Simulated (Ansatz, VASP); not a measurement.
One calculation of W, two programs

```
W
1.0
    -1.59217    1.59217    1.59217
     1.59217   -1.59217    1.59217
     1.59217    1.59217   -1.59217
W
1
Cartesian
  0.0000 0.0000 0.0000
```

Alike in both runs: task single point; functional PBE; k mesh 14 × 14 × 14; occupations fermi-dirac, width 0.03 eV; no spin polarisation.

```csv
,VASP,Ansatz
version,VASP 6.6.1,Ansatz 0.2.0
potentials or method,"VASP PAW PBE potentials, release 64 (W_sv)","plane waves (420 eV) with PAW, scalar-relativistic"
plane-wave cutoff (eV),520,420
valence electrons in the cell,14,14
```

VASP gave:

| Item | Value |
| --- | --- |
| pressure (GPa) | 0.8 |

Q: Which values does Ansatz return?

A: Pressure (GPa): 0.3.

The functional is the same, so the differences come from potentials, cutoffs and numerics.

The runs have no spin-orbit coupling, so splittings on W are missing.
